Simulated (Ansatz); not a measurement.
# H4NF: the cost of one run

Program: Ansatz 0.2.0. Level of theory: DFT, PBE, plane-wave PAW, default files, scalar-relativistic, as far as a step names no other. These are calculated values, not measurements.

1 further run of the same task is left out (it didn't finish).

## Step 1: The starting structure

It takes space group P6_3mc (No. 186, hexagonal). Conventional cell: a = 4.408 Å, b = 4.408 Å, c = 7.136 Å, α = 90.00°, β = 90.00°, γ = 120.00°. H (site symmetry m) has 1 N at 1.04 Å as nearest neighbours. Around H (site symmetry 3m) lie 1 N at 1.04 Å. N (site symmetry 3m) is surrounded by 4 H at 1.04 Å. Around F (site symmetry 3m) lie 4 H at 1.65 Å.

As a file:

```
H N F
1.0
     4.40767    0.00000    0.00000
    -2.20383    3.81715    0.00000
     0.00000    0.00000    7.13632
H N F
8 2 2
Direct
  0.53788 0.07575 0.92307
  0.53788 0.46212 0.92307
  0.33333 0.66667 0.22863
  0.66667 0.33333 0.72863
  0.46212 0.53788 0.42307
  0.92425 0.46212 0.92307
  0.46212 0.92425 0.42307
  0.07575 0.53788 0.42307
  0.33333 0.66667 0.37471
  0.66667 0.33333 0.87471
  0.33333 0.66667 0.99764
  0.66667 0.33333 0.49764
```

## Step 2: Gradients at the starting positions

Contents of input.yaml:

```yaml
crystal:
  lattice:
    - [4.4076675358, 0.0, 0.0]
    - [-2.2038337679, 3.8171520574, 0.0]
    - [0.0, 0.0, 7.13632075]
  atoms:
    - { symbol: H, position: [0.537876885, 0.07575377, 0.92307162] }
    - { symbol: H, position: [0.537876885, 0.462123115, 0.92307162] }
    - { symbol: H, position: [0.3333333333, 0.6666666667, 0.2286325] }
    - { symbol: H, position: [0.6666666667, 0.3333333333, 0.7286325] }
    - { symbol: H, position: [0.462123115, 0.537876885, 0.42307162] }
    - { symbol: H, position: [0.92424623, 0.462123115, 0.92307162] }
    - { symbol: H, position: [0.462123115, 0.92424623, 0.42307162] }
    - { symbol: H, position: [0.07575377, 0.537876885, 0.42307162] }
    - { symbol: "N", position: [0.3333333333, 0.6666666667, 0.3747091] }
    - { symbol: "N", position: [0.6666666667, 0.3333333333, 0.8747091] }
    - { symbol: F, position: [0.3333333333, 0.6666666667, 0.99764353] }
    - { symbol: F, position: [0.6666666667, 0.3333333333, 0.49764353] }
kpoints:
  mp_grid: { grid: [6, 6, 4] }
scf:
  occupations: { method: fermi_dirac, width: 0.02 }
hamiltonian:
  xc: pbe
  pseudopotentials: { kind: paw }
output:
  forces: true
  stress: true
  populations: true
  efg:
    quadrupole_moments_barn: { H: 0.00285783, "N": 0.02044 }
    contact_densities: true
```

On the command line:

```console
$ ansatz run input.yaml --threads 1 --pin off --max-ram 2560MiB --backend cpu --events-out ev --progress --plain --runs-dir out
```

Q: Estimate wall time and peak memory on 1 thread of Intel Xeon 6975P-C (Granite Rapids), shared host.

About 4.5 s, with a peak of 0.39 GiB.
